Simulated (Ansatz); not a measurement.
The cell is a measured one (Crystallography Open Database entry 9011089); the temperature and pressure of the measurement aren't taken into account, and nothing was relaxed.

An input for Ga: DFT, PBEsol, all-electron LAPW, scalar-relativistic (Ansatz 0.2.0).

```yaml
crystal:
  lattice:
    - [1.383, -4.0265, 0.0]
    - [1.383, 4.0265, 0.0]
    - [-0.11745, 0.0, 3.32993]
  atoms:
    - { symbol: Ga, position: [0.869, 0.131, 0.25] }
    - { symbol: Ga, position: [0.131, 0.869, 0.75] }
kpoints:
  mp_grid: { grid: [14, 14, 11] }
  band_path:
    path:
      - [0.0, 0.0, 0.0]
      - [-0.5, 0.5, 0.0]
      - [-0.5, 0.5, 0.5]
      - [0.0, 0.0, 0.5]
      - [0.0, 0.0, 0.0]
      - [-0.5, 0.0, 0.5]
      - [0.0, 0.0, 0.0]
      - [-0.5, 0.0, 0.0]
    npoints: 5
scf:
  occupations: { method: fermi_dirac, width: 0.03 }
hamiltonian:
  xc: pbesol
  pseudopotentials: { kind: all_electron, lapw: { basis_error: 0.0005 } }
output:
  forces: true
  stress: true
  eigenvalues: true
```

Set-up and iterations as logged by Ansatz (the results part is left out, to be predicted):

```
LAPW: plane waves up to 8.522 Å⁻¹, error target 5.0e-4 eV per atom; small_component_spin mean_spin; Ga in spheres of 1.344 Å, 21 of its electrons in bands, Dirac shells []
Engine: ansatz 0.2.0
Pseudopotentials: kind: all_electron
Pseudopotential: Ga, LAPW, valence charge 21, Koelling and Harmon's equation, gaussian nucleus
Functional definition: PBEsol
  exchange = pbesol_x
  correlation = pbesol_c
Crystal: 2 atoms, lattice volume = 37.086 Å³
Basis set: ecut = 276.68269513281456 eV, 381 PW (Γ), FFT grids on a1+a2, a2, a3, exchange–correlation at level 2
Bands: 26, of which v1, the nominal top of the filled ones, is band 21 counted from 1 (20 counted from 0)
Symmetry: 4 space group operations
Space group: C2/c (ITA 15), of the structure as read, at distance tolerance 3.3e-5 Å
k-points: 582 of 2156
Non-local potential: Ga, projectors of the file, none
Initial density: superposition of atomic densities (chi_scale 0.1, normalization cell)
Initial wavefunctions: plane waves of lowest kinetic energy (no species holds an atomic orbital)
Functional: x = pbesol(κ = 0.804, μ = 0.12345679012345678), c = pbesol(β = 0.046)
iter 1 solved again at ethr=8.52e-5 eV; its pass at ethr=1.00e-1 eV (dr2=3.58e-2 eV) is discarded
SCF iter   1: F=—  HF=-105720.142546 eV  |F-HF|=—  |Δ(HF+E_count)|=         —  Δρ=1.26e-2  dr2=3.59e-2  ethr=8.52e-5  ⟨swp⟩=3.0  Hψ=102021  notcnv=0
SCF iter   2: F=—  HF=-105720.076153 eV  |F-HF|=—  |Δ(HF+E_count)|=   6.64e-2  Δρ=7.31e-3  dr2=1.40e-2  ethr=8.52e-5  ⟨swp⟩=2.0  Hψ=45415  notcnv=0
SCF iter   3: F=—  HF=-105720.063209 eV  |F-HF|=—  |Δ(HF+E_count)|=   1.29e-2  Δρ=5.44e-3  dr2=8.04e-3  ethr=3.33e-5  ⟨swp⟩=2.0  Hψ=42541  notcnv=0
SCF iter   4: F=—  HF=-105720.061526 eV  |F-HF|=—  |Δ(HF+E_count)|=   1.68e-3  Δρ=3.05e-3  dr2=2.71e-3  ethr=1.91e-5  ⟨swp⟩=2.0  Hψ=42541  notcnv=0
iter 5 solved again at ethr=4.02e-7 eV; its pass at ethr=6.45e-6 eV (dr2=1.69e-4 eV) is discarded
SCF iter   5: F=—  HF=-105720.061213 eV  |F-HF|=—  |Δ(HF+E_count)|=   3.13e-4  Δρ=7.26e-4  dr2=1.69e-4  ethr=4.02e-7  ⟨swp⟩=2.0  Hψ=73442  notcnv=0
SCF iter   6: F=—  HF=-105720.061198 eV  |F-HF|=—  |Δ(HF+E_count)|=   1.46e-5  Δρ=8.94e-5  dr2=2.98e-6  ethr=4.02e-7  ⟨swp⟩=2.0  Hψ=42541  notcnv=0
SCF iter   7: F=—  HF=-105720.061198 eV  |F-HF|=—  |Δ(HF+E_count)|=   2.95e-7  Δρ=1.41e-5  dr2=1.15e-7  ethr=7.10e-9  ⟨swp⟩=2.0  Hψ=42541  notcnv=0
SCF iter   8: F=-105720.061198 eV  HF=-105720.061198 eV  |F-HF|=3.09e-9  |Δ(HF+E_count)|=   8.27e-9  Δρ=3.85e-6  dr2=7.93e-9  ethr=2.73e-10  ⟨swp⟩=2.0  Hψ=42548  notcnv=0
```

Question: What pressure will this run report?

Answer: -1.85 GPa (positive in compression).

Question: How large will the largest force be?

Answer: 0.183 eV/Å.

Question: Is there a band gap?

Answer: none: bands cross the Fermi level, a metal.
